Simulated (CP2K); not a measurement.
**Pt under changes of volume**

One of the cells (15.080 Å³/atom); the others are scaled copies at fixed shape and fractional positions:

```xyz
1
Lattice="2.7731 0.0000 0.0000 1.3866 2.4016 0.0000 1.3866 0.8005 2.2643" Properties=species:S:1:pos:R:3 pbc="T T T"
Pt    0.0000    0.0000    0.0000
```

| Property | Result |
| --- | --- |
| Program | CP2K 2026.2 |
| Functional | LDA |
| Potentials or basis | GTH_POTENTIALS Pt GTH-PADE-q18; TZVP-MOLOPT-PBE-GTH basis |
| Density cutoff | 6123 eV |
| k mesh | 12 × 12 × 12 |
| Occupations | fermi-dirac, width 0.05 eV |
| Spin | no spin polarisation |

```tsv
volume (Å³/atom)	energy over the lowest point (meV/atom)	pressure (GPa)
14.175	0.00	-0.2
14.477	?	?
14.778	33.21	-16.5
15.080	70.99	-23.2
15.381	120.60	-29.1
15.683	180.54	-34.3
15.985	249.52	-38.7
```

Problem. What does the run at 14.477 Å³/atom give?

Solution. Energy over the lowest point 8.92 meV/atom; pressure -8.9 GPa.

Worked out: A Birch-Murnaghan fit of order 3 (a polynomial in V^(-2/3)) to the other rows has its minimum at 14.17 Å³/atom, just outside them, with B0 = V·E''(V) = 441 GPa and B' = 5.3. It gives 8.91 meV/atom at 14.477 Å³/atom, against the run's 8.92, and -dE/dV = -9.0 GPa, against -8.9.

Energies are extrapolated to zero smearing.

Caveats: the basis of atomic orbitals isn't converged, which shifts pressures, moduli and gaps.
